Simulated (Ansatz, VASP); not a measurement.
# One calculation of Sb, two programs

Contents of INCAR:

```
SYSTEM = Sb
PREC = Accurate ; ENCUT = 600
EDIFF = 1E-7 ; ISMEAR = -1
SIGMA = 0.05 ; LREAL = .False.
LASPH = .True. ; NELM = 60
ALGO = Normal ; ISIF = 3
LWAVE = .False. ; LCHARG = .False.
GGA = PS ; IBRION = 2
NSW = 80 ; EDIFFG = -0.01
```

KPOINTS

```
regular mesh
0
Gamma
  9 9 5
  0 0 0
```

The input POSCAR:

```
Sb
1.0
    3.3545324186      0.0000000000      0.0000000000
   -1.6772662093      2.9051102923      0.0000000000
    0.0000000000      0.0000000000      5.4701606500
Sb
2
Direct
    0.6666666667      0.3333333333      0.7500000000
    0.3333333333      0.6666666667      0.2500000000
```

The input input.yaml:

```yaml
crystal:
  lattice:
    - [3.3545324186, 0.0, 0.0]
    - [-1.6772662093, 2.9051102923, 0.0]
    - [0.0, 0.0, 5.47016065]
  atoms:
    - { symbol: Sb, position: [0.6666666667, 0.3333333333, 0.75] }
    - { symbol: Sb, position: [0.3333333333, 0.6666666667, 0.25] }
kpoints:
  mp_grid: { grid: [9, 9, 5] }
scf:
  occupations: { method: fermi_dirac, width: 0.05 }
hamiltonian:
  xc: pbesol
  pseudopotentials: { kind: all_electron, lapw: { basis_error: 0.001 } }
output:
  forces: true
  stress: true
relax:
  f_tol: 0.01
  max_steps: 60
  cell: {}
```

Alike in both runs: task relaxation of cell and atoms; functional PBEsol; k mesh 9 × 9 × 5; occupations fermi-dirac, width 0.05 eV; no spin polarisation.

```csv
,VASP,Ansatz
version,VASP 6.6.1,Ansatz 0.2.0
potentials or method,"VASP PAW PBE potentials, release 64 (Sb)","all-electron LAPW, scalar-relativistic"
plane-wave cutoff (eV),600,see its input
```

|  | VASP | Ansatz | Ansatz less VASP |
| --- | --- | --- | --- |
| relaxed volume (Å³/atom) | 25.98 | 26.03 | +0.057 |
| relaxed cell length with the largest relative difference (Å) | 5.417 | 5.341 | -0.0766 |
| energy change over the relaxation (meV/atom) | -4 | -4 | -0.2 |

Ansatz ran all-electron here, so the differences hold the error of VASP's frozen core and of both bases.

Caveats: the PAW data sets were made with another functional, which shifts forces and pressure a little (VASP). Spin-orbit coupling is left out, which matters for the levels of Sb.
